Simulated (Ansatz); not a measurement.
# KMgF3: the cost of one run

Program: Ansatz 0.2.0. Level of theory: DFT PBE, scalar-relativistic, plane waves, PAW. These are calculated values, not measurements.

### 1 The starting structure

Symmetry: Pm-3m, No. 221, cubic system. Conventional cell: a = 3.986 Å, b = 3.986 Å, c = 3.986 Å, α = 90.00°, β = 90.00°, γ = 90.00°. K (site symmetry m-3m) is surrounded by 12 F at 2.82 Å. Around Mg (site symmetry m-3m) lie 6 F at 1.99 Å. Around F (site symmetry 4/mmm) lie 2 Mg at 1.99 Å and 4 K at 2.82 Å.

As a file:

```
CELL_PARAMETERS angstrom
3.98590 0.00000 0.00000
0.00000 3.98590 0.00000
0.00000 0.00000 3.98590
ATOMIC_POSITIONS crystal
K 0.50000 0.50000 0.50000
Mg 0.00000 0.00000 0.00000
F 0.50000 0.00000 0.00000
F 0.00000 0.50000 0.00000
F 0.00000 0.00000 0.50000
```

No relaxation comes first: the listed cell is the starting point.

### 2 Zero of energy

Reference values: F = -5894.6997 eV; pressure 3.78 GPa; largest force 0.000 eV/Å; gap on the mesh 7.33 eV. It was computed beforehand with the settings of the runs below.

### 3 Setting up shifting one sublattice

Every Mg atom is moved by x along the Cartesian unit vector (0.000, 0.000, 1.000); the cell and all other atoms stay fixed. Forces below are components along that vector, summed over the moved atoms.

### 4 Point x = -0.100 Å

File input.yaml:

```yaml
crystal:
  lattice:
    - [3.9859, 0.0, 0.0]
    - [0.0, 3.9859, 0.0]
    - [0.0, 0.0, 3.9859]
  atoms:
    - { symbol: K, position: [0.5, 0.5, 0.5] }
    - { symbol: Mg, position: [0.0, 0.0, -0.0250884367] }
    - { symbol: F, position: [0.5, 0.0, 0.0] }
    - { symbol: F, position: [0.0, 0.5, 0.0] }
    - { symbol: F, position: [0.0, 0.0, 0.5] }
basis:
  ecutwfc: 420
kpoints:
  mp_grid: { grid: [6, 6, 6] }
hamiltonian:
  xc: pbe
scf:
  occupations: { method: gaussian, width: 0.05 }
output:
  forces: true
  stress: true
  eigenvalues: true
```

On the command line:

```bash
ansatz run input.yaml --threads 1 --pin off --max-ram 2560MiB --backend cpu --events-out ev --progress --plain --runs-dir out
```

What time and memory should one allow on 1 thread of Arm Neoverse V1, shared host?

About 5.5 s, with a peak of 0.34 GiB.
